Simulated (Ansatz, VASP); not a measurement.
## One calculation of MgS, two programs

```
Mg S
1.0
     0.00000    2.60165    2.60165
     2.60165    0.00000    2.60165
     2.60165    2.60165    0.00000
Mg S
1 1
Direct
  0.91507 0.00000 0.00000
  0.50000 0.50000 0.50000
```

Change from the starting cell: all Mg atoms moved +0.312 Å, as atom 1 towards its neighbour atom 1 (Mg) at 3.679 Å.

Alike in both runs: task single point; functional PBEsol; k mesh 8 × 8 × 8; occupations gaussian, width 0.05 eV; no spin polarisation.

|  | VASP | Ansatz |
| --- | --- | --- |
| version | VASP 6.6.1 | Ansatz 0.2.0 |
| potentials or method | VASP PAW PBE potentials, release 64 (Mg, S) | scalar-relativistic, plane waves, PAW |
| plane-wave cutoff (eV) | 520 | 420 |
| valence electrons in the cell | 8 | 16 |

```csv
,VASP,Ansatz,Ansatz less VASP
gap on the k mesh at the Fermi level (eV),2.73,2.72,-0.002
least direct gap on the mesh (eV),3.57,3.57,0.000
pressure (GPa),2.1,2.3,+0.16
largest component of the traceless stress (GPa),3.93,3.91,-0.013
rms of the force components (eV/Å),0.577,0.576,-0.0015
```

Atom by atom the forces differ by 0.001 eV/Å (rms over components). The two sets of potentials don't hold the same shells in valence.

Caveats: the PAW data sets were made with another functional, which shifts forces and pressure a little (VASP). A k mesh can miss the band edges.
